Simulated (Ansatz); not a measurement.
SnO:

```
CELL_PARAMETERS angstrom
3.81370 0.00000 0.00000
0.00000 3.81370 0.00000
0.00000 0.00000 4.88691
ATOMIC_POSITIONS crystal
Sn 0.50000 0.00000 0.76463
Sn 0.00000 0.50000 0.23537
O 0.00000 0.00000 0.00000
O 0.50000 0.50000 0.00000
```

The cell is a database's computed one.

```yaml
Program: Ansatz 0.2.0
Task: relaxation of cell and atoms
Functional: PBE
Dispersion: D3(BJ)
Potentials_or_basis: Ansatz PAW
Cutoff: "420 eV (not typed: the program's choice for these potentials)"
k_mesh: 7 × 7 × 6
Occupations: fermi-dirac, width 0.05 eV
Spin: no spin polarisation
```

At the start: volume 17.77 Å³/atom.

How do energy, volume and symmetry change on relaxing?

It ends after 8 steps and the volume is 17.54 Å³/atom (-1.3 %); space group P4/nmm (No. 129, to 0.05 Å).

Step by step:
```csv
step,energy change (eV),largest force (eV/Å),volume (Å³)
1,0.0000,0.3861,71.08
2,-0.0086,0.3512,69.05
3,-0.0156,0.0328,70.15
4,-0.0157,0.0097,70.35
5,-0.0159,0.0010,70.33
6,-0.0147,0.0015,70.33
7,-0.0152,0.0002,70.16
8,-0.0148,0.0004,70.16
```

Final structure:
```
Sn O
1.0
     3.83764    0.00000    0.00000
     0.00000    3.83764    0.00000
     0.00000    0.00000    4.76383
Sn O
2 2
Direct
  0.50000 0.00000 0.75687
  0.00000 0.50000 0.24313
  0.00000 0.00000 0.00000
  0.50000 0.50000 0.00000
```

Caveat: the plane-wave basis is chosen anew once the cell has moved, so the energies of steps on either side of that aren't comparable; the pressure holds a Pulay correction of +0.5 GPa for the finite cutoff.
